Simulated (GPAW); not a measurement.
# Hf (P6_3/mmc) in GPAW: further runs

Runs on Hf. Level: PBEsol. Tasks: single point.

All numbers are computed with GPAW 26.7.0; they aren't measurements. Logs are shortened: lines on timing, memory, paths and dates and some standing lists are left out, and cuts for length are marked. The log counts tension as positive stress, the text compression.

**1. The structure**

It takes space group P6_3/mmc (No. 194, hexagonal). Conventional cell: a = 3.197 Å, b = 3.197 Å, c = 5.058 Å, α = 90.00°, β = 90.00°, γ = 120.00°. Hf (site symmetry -6m2) has 12 Hf at 3.13 to 3.20 Å as nearest neighbours.

**2. Single point, PBEsol, 21.49 Å³/atom**

run.py reads:

```python
from ase import Atoms
from ase.dft.bandgap import bandgap
from ase.io import write
from ase.units import GPa
from gpaw import GPAW, PW, setup_paths

setup_paths.insert(0, '.')

atoms = Atoms(['Hf', 'Hf'],
              cell=[[3.1967, 0.0, 0.0],
                    [-1.59835, 2.7684234083, 0.0],
                    [0.0, 0.0, 4.855488]],
              scaled_positions=[[0.6666666667, 0.3333333333, 0.75],
                                [0.3333333333, 0.6666666667, 0.25]],
              pbc=True)

calc = GPAW(mode=PW(600),
            xc='PBEsol',
            kpts={'size': (10, 10, 5), 'gamma': True},
            occupations={'name': 'fermi-dirac', 'width': 0.05},
            nbands=24,
            convergence={'density': 1e-05, 'energy': 1e-05},
            maxiter=150,
            txt='gpaw.txt')
atoms.calc = calc
energy = atoms.get_potential_energy()
forces = atoms.get_forces()
stress = atoms.get_stress()
calc.write('gs.gpw')
write('result.traj', atoms)
print(f'Energy: {energy:.6f} eV')
print('Forces (eV/A):')
print(forces.round(4))
print('Stress (GPa):', (stress / GPa).round(3))
print('Fermi level:', round(calc.get_fermi_level(), 4), 'eV')
print(f'Gap: {bandgap(calc)[0]:.4f} eV, direct: {bandgap(calc, direct=True)[0]:.4f} eV')
```

Potentials or basis: PAW data sets generated in the run's folder for this functional, pw.

The run is started by

```
gpaw-setup -f PBEsol Hf
OMP_NUM_THREADS=1 python run.py
```

gpaw.txt:

```text
__  _  _
 | _ |_)|_||  |
 |__||  | ||/\| - 26.7.0

Input parameters:
  mode=PW(ecut=600.0),
  convergence={'density': 1e-05, 'energy': 1e-05},
  kpts=MonkhorstPack(size=(10, 10, 5), gamma=True),
  maxiter=150,
  nbands=24,
  occupations=Occupations(name='fermi-dirac', width=0.05),
  xc=XC(name='PBEsol')

Diagonalizing LCAO Hamiltonian
Converting LCAO to pw mode

           Hf

        Hf

Atoms  # Å, Bohr magnetons
|   | symbol |         x |        y |        z |    initial magnetic moments |
|---|--------|-----------|----------|----------|-----------------------------|
| 0 |     Hf |  1.598350 | 0.922808 | 3.641616 | ( 0.0000,  0.0000,  0.0000) |
| 1 |     Hf | -0.000000 | 1.845616 | 1.213872 | ( 0.0000,  0.0000,  0.0000) |

Unit cell  # Å
| periodic |         x |        y |        z |  lengths |     angles |
|----------|-----------|----------|----------|----------|------------|
|      yes |  3.196700 | 0.000000 | 0.000000 | 3.196700 |  90.000000 |
|      yes | -1.598350 | 2.768423 | 0.000000 | 3.196700 |  90.000000 |
|      yes |  0.000000 | 0.000000 | 4.855488 | 4.855488 | 120.000000 |

Number of symmetries: 12
Symmetry operations  # r_c * U_cc + t_c -> r_c
|    | kind |            matrix            |
|----|------|------------------------------|
|  0 |  σ   |  1, 1, 0,  0,-1, 0,  0, 0, 1 |
|  1 |  S6  |  1, 1, 0, -1, 0, 0,  0, 0,-1 |
|  2 |  E   |  1, 0, 0,  0, 1, 0,  0, 0, 1 |
|  3 |  C2  |  1, 0, 0, -1,-1, 0,  0, 0,-1 |
|  4 |  C2  |  0, 1, 0,  1, 0, 0,  0, 0,-1 |
|  5 |  C3  |  0, 1, 0, -1,-1, 0,  0, 0, 1 |
|  6 |  S6  |  0,-1, 0,  1, 1, 0,  0, 0,-1 |
|  7 |  σ   |  0,-1, 0, -1, 0, 0,  0, 0, 1 |
|  8 |  σ   | -1, 0, 0,  1, 1, 0,  0, 0, 1 |
|  9 |  i   | -1, 0, 0,  0,-1, 0,  0, 0,-1 |
| 10 |  C3  | -1,-1, 0,  1, 0, 0,  0, 0, 1 |
| 11 |  C2  | -1,-1, 0,  0, 1, 0,  0, 0,-1 |

BZ-sampling:
  Number of BZ points: 500
  Number of IBZ points: 58

  Monkhorst-Pack size: [10, 10, 5]
  Monkhorst-Pack shift: [0.05, 0.05, 0.0]

K-points  # in reciprocal-cell coordinates
|     |                                coordinates |     weight |
|-----|--------------------------------------------|------------|
|   0 | (  0.00000000,   0.00000000,   0.00000000) | 0.00200000 |
|   1 | (  0.00000000,   0.00000000,   0.20000000) | 0.00400000 |
|   2 | (  0.00000000,   0.00000000,   0.40000000) | 0.00400000 |
|   3 | (  0.10000000,   0.00000000,  -0.40000000) | 0.01200000 |
|   4 | (  0.10000000,   0.00000000,  -0.20000000) | 0.01200000 |
|   5 | (  0.10000000,   0.00000000,   0.00000000) | 0.01200000 |
|   6 | (  0.10000000,   0.00000000,   0.20000000) | 0.01200000 |
|   7 | (  0.10000000,   0.00000000,   0.40000000) | 0.01200000 |
|   8 | (  0.20000000,  -0.10000000,   0.00000000) | 0.01200000 |
|   9 | (  0.20000000,  -0.10000000,   0.20000000) | 0.02400000 |
| ... |                                            |            |
|  57 | (  0.50000000,   0.50000000,   0.40000000) | 0.01200000 |

Plane wave coefficients: 1457
Cutoff: 600.0 eV

Spin-components: 1 (collinear spins)
Bands:           24
Projectors:      12
Spin-degeneracy: 2
Datatype:        complex128

Parallelization:
  kpt:    1
  domain: 1
  band:   1

Density:
  Valence electrons: 24.0
  Components: 1
  Grid points: [20 20 28]
  Charge: 0.0  # |e|

Potential:
  Grid points: [20 20 28]

species:
  Hf:
    name:    Hafnium
    Z:       72.0
    valence: 12
    core:    60
    charge:  0.0  # [|e|]
    compensation charges:
      type: gauss
      rc: 0.41  # [Å]
      lmax: 2
    cutoffs:
      filter: 2.36  # [Å]
      core: 4.02  # [Å]
    projectors
    | kind |    occ | energy [eV] | rcut [Å] |
    |------|--------|-------------|----------|
    |   5s |  2.000 |     -66.855 |    1.397 |
    |   6s |  2.000 |      -5.120 |    1.397 |
    |   5p |  6.000 |     -35.615 |    1.307 |
    |   6p |  0.000 |      -1.375 |    1.307 |
    |   5d |  2.000 |      -2.724 |    1.334 |
    |    d |        |      24.487 |    1.334 |

    Using partial waves for Hf as LCAO basis

Reference energy: -819524.750635  # eV

eigensolver:
  PPCG
  Converge bands: occupied
  niter=2

density mixing:
  MSR1-Mixer
  Pratt-step length: 0.05
  Maximum mixing coefficient: 0.75
  Old densities: 10
  SVD Regularization: 0.005
  Good broyden scale: 1.0
  Trust region scale: 1.0
  Backstep threshold: 4.0
  History deletion threshold: 6.0
  Fourier metric: weight=20.0, sigma=0.015

occupation numbers:
  Fermi-Dirac:
    width: 0.0500  # eV

poisson solver:
  ecut: 4800.0  # eV

xc functional:
  name: PBEsol with 2 nearest neighbor stencil

convergence criteria:
- Maximum integral of absolute [dens]ity change: 1e-05 electrons / valence electron
- Maximum [total energy] change in last 3 cyles: 1e-05 eV / valence electron
- Maximum integral of absolute [eigenst]ate change: 4e-08 eV^2 / valence electron
maximum number of iterations: 150

SCF iterations
|iter     | |      energy | eigst |  dens |
|---------|-|-------------|-------|-------|
|iter:   1| |  -16.362754 | -0.13 |       |
|iter:   2| |  -16.327242 | -2.71 | -1.29 |
|iter:   3| |  -16.134452 | -1.69 | -1.32 |
|iter:   4| |  -16.140569 | -3.09 | -1.94 |
|iter:   5| |  -16.142320 | -4.38 | -2.39 |
|iter:   6| |  -16.142335 | -6.07 | -3.49 |
|iter:   7| |  -16.142336c| -6.98 | -4.05 |
|iter:   8| |  -16.142335c| -7.70c| -4.39 |
|iter:   9| |  -16.142335c| -7.90c| -4.95 |
|iter:  10| |  -16.142335c| -8.91c| -6.13c|

Converged in 10 steps
Energy contributions relative to reference atoms: (reference = -819524.750635)

Energy contributions:
  Kinetic:          15.917792
  Coulomb:         -14.446419
  Zero:             -0.997088
  External:          0.000000
  Xc:              -16.612834
  Entropy:          -0.007572
  Spinorbit:         0.000000
  ----------------------------
  Free energy:     -16.146122
  Extrapolated:    -16.142335

dipole moment: (-0.000013, -0.000023, -0.000040)  # |e|*Ang

Fermi level: 10.297
Eigenvalues  # (at kpt = [0.000, 0.000, 0.000])
| band index |      eig [eV] | occ [0-2] |
|------------|---------------|-----------|
|          0 |       -51.346 |     2.000 |
|        ... |               |           |
|          2 |       -20.807 |     2.000 |
|          3 |       -19.956 |     2.000 |
|          4 |       -19.956 |     2.000 |
|          5 |       -19.778 |     2.000 |
|          6 |       -19.778 |     2.000 |
|          7 |       -19.736 |     2.000 |
|          8 |         2.817 |     2.000 |
|          9 |         6.558 |     2.000 |
|         10 |        11.375 |     0.000 |
|         11 |        11.375 |     0.000 |
|         12 |        11.457 |     0.000 |
|         13 |        12.169 |     0.000 |
|         14 |        12.351 |     0.000 |
|         15 |        12.351 |     0.000 |
|         16 |        12.667 |     0.000 |
|         17 |        12.667 |     0.000 |
|        ... |               |           |
|         23 |        25.774 |     0.000 |

No gap
No difference between direct/indirect transitions

Forces  # eV/Ang
|       x |        y |        z |
|---------|----------|----------|
| 0.00000 | -0.00000 |  0.00001 |  # Hf   0
| 0.00000 |  0.00000 | -0.00001 |  # Hf   1

Stress tensor  # eV/Ang^3
|         x |         y |         z |
|-----------|-----------|-----------|
|  0.003328 | -0.000000 |  0.000000 |
| -0.000000 |  0.003328 | -0.000000 |
|  0.000000 | -0.000000 | -0.028962 |

# Writing to gs.gpw (mode='')
```

It took 15 s on 1 thread of AMD EPYC 9R45 (Zen 5), shared host; peak memory 0.18 GiB.

What came out:

```yaml
Free_energy: -16.1461 eV
Pressure: 1.2 GPa
Band_gap_on_the_k_mesh: none (metal or under the smearing width)
```

Caveat: the density grid can change from cell to cell, which puts small steps into energies and stress.

**3. Single point, PBEsol, 21.93 Å³/atom**

run.py, as its differences from that of step 2:

```diff
@@ -11,3 +11,3 @@
                     [-1.59835, 2.7684234083, 0.0],
-                    [0.0, 0.0, 4.855488]],
+                    [0.0, 0.0, 4.956644]],
               scaled_positions=[[0.6666666667, 0.3333333333, 0.75],
```

Potentials or basis: PAW data sets generated in the run's folder for this functional, pw.

The run is started by

```
gpaw-setup -f PBEsol Hf
OMP_NUM_THREADS=1 python run.py
```

Run time: 14 s. Hardware: 1 thread of AMD EPYC 9R45 (Zen 5), shared host; peak memory 0.19 GiB.

It converged, with:

```yaml
Free_energy: -16.1593 eV
Pressure: -1.3 GPa
Band_gap_on_the_k_mesh: none (metal or under the smearing width)
```

Caveat: the density grid can change from cell to cell, which puts small steps into energies and stress.
